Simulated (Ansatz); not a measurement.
All cells: G0W0@PBE, full frequency by contour deformation, hard PAW set made for 700 eV, band sums completed (Ansatz); response cutoff 200 eV, empty bands to 110 eV before completion, primitive cells on a 4×4×4 mesh, no spin-orbit coupling. Band edges are those of the mesh. The build that completes the sums treats q → 0 its own way. The mesh is coarse, the sums aren't at the basis limit and many cells are compressed or hypothetical, so the values aren't those of the ambient crystals.

(1) Which cell has the G0W0 gap between the Kohn-Sham band edges equal to 6.03 eV?
A.
```
C
1.0
     0.00000    1.78350    1.78350
     1.78350    0.00000    1.78350
     1.78350    1.78350    0.00000
C
2
Direct
  0.00000 0.00000 0.00000
  0.25000 0.25000 0.25000
```
B.
```
CELL_PARAMETERS angstrom
0.00000 2.10370 2.10370
2.10370 0.00000 2.10370
2.10370 2.10370 0.00000
ATOMIC_POSITIONS crystal
Si 0.00000 0.00000 0.00000
C 0.25000 0.25000 0.25000
```
C.
```xyz
2
Lattice="0.0000 2.0313 2.0313 2.0313 0.0000 2.0313 2.0313 2.0313 0.0000" Properties=species:S:1:pos:R:3 pbc="T T T"
Mg    0.0000    0.0000    0.0000
O     2.0313    2.0313    2.0313
```

Answers

(1) A. The others: MgO 8.97 eV, SiC 2.30 eV.

This ran on a trial build of the method. Model cells at fixed atoms, which needn't be the relaxed known crystals.
